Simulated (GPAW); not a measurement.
The system is BaZrO3.

```
Ba Zr O
1.0
     4.19134    0.00000    0.00000
     0.00000    4.19134    0.00000
     0.00000    0.00000    4.19134
Ba Zr O
1 1 3
Direct
  0.00000 0.00000 0.00000
  0.50000 0.50000 0.50000
  0.50000 0.50000 0.00000
  0.50000 0.00000 0.50000
  0.00000 0.50000 0.50000
```

Base run:

```yaml
Program: GPAW 26.7.0
Functional: PBEsol
Potentials_or_basis: PAW data sets generated in the run's folder for this functional
Cutoff: 800 eV
Basis: pw
k_mesh: 6 × 6 × 6
Occupations: fermi-dirac, width 0.05 eV
Spin: no spin polarisation
```

Its results: band gap on the k mesh 3.11 eV, indirect (least direct gap 3.33 eV).

Q: The run is repeated on the same cell with these changes: functional from PBEsol to TB-mBJ; potentials or basis from PAW data sets generated in the run's folder for this functional to GPAW PAW data sets for LDA (gpaw-data 1.2.1). What comes out?

A: Band gap on the k mesh 4.15 eV, indirect (least direct gap 4.44 eV).

Caveats: spin-orbit coupling is left out, which moves the levels of the heavy elements; a model potential gives levels but no total energy (some runs).
